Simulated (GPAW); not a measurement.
The system is Te2Mo.

```
Te Mo
1.0
     3.51820    0.00000    0.00000
    -1.75910    3.04685    0.00000
     0.00000    0.00000   13.97360
Te Mo
4 2
Direct
  0.66667 0.33333 0.37900
  0.33333 0.66667 0.87900
  0.66667 0.33333 0.12100
  0.33333 0.66667 0.62100
  0.66667 0.33333 0.75000
  0.33333 0.66667 0.25000
```

* Program: GPAW 26.7.0
* Task: single point
* Functional: PBE
* Potentials or basis: GPAW PAW data sets (gpaw-data 1.2.1)
* Cutoff: 600 eV
* Basis: pw
* k mesh: 9 × 9 × 2
* Occupations: fermi-dirac, width 0.05 eV
* Spin: no spin polarisation

On this cell: pressure 2.3 GPa; largest force 0.104 eV/Å; band gap on the k mesh 0.77 eV, indirect (least direct gap 1.03 eV).

The same run follows on a disturbed copy (atoms moved at random, drawn with an rms of 0.05 Å):

```
Te Mo
1.0
     3.51820    0.00000    0.00000
    -1.75910    3.04685    0.00000
     0.00000    0.00000   13.97360
Te Mo
4 2
Cartesian
  1.7844 1.0665 5.3017
  -0.0060 2.0372 12.2986
  1.7769 1.0402 1.7305
  0.0259 2.0565 8.7061
  1.7362 0.9709 10.4647
  -0.0312 2.0009 3.5280
```

Question: What changes?

Answer: The energy moves by +20.0 meV/atom; pressure 3.3 GPa; largest force 1.318 eV/Å; band gap on the k mesh 0.74 eV, indirect (least direct gap 1.01 eV).

Forces on the atoms (eV/Å):
```
Te  -0.451 -0.586  0.570
Te  -0.121 -0.341 -0.162
Te  -0.361 -0.402 -0.263
Te  -0.336 -0.539 -0.687
Mo   0.457  0.887  0.861
Mo   0.812  0.980 -0.319
```

Stress tensor (GPa, compression positive):
```
2.80 0.14 0.20
0.14 2.63 0.01
0.20 0.01 4.34
```

Caveats: spin-orbit coupling is left out, which moves the levels of the heavy elements; an odd mesh through Γ misses points on the zone boundary, where band edges often lie; this functional lacks dispersion, which binds the layers, so the pressure and a relaxed spacing across them are unreliable (some runs).
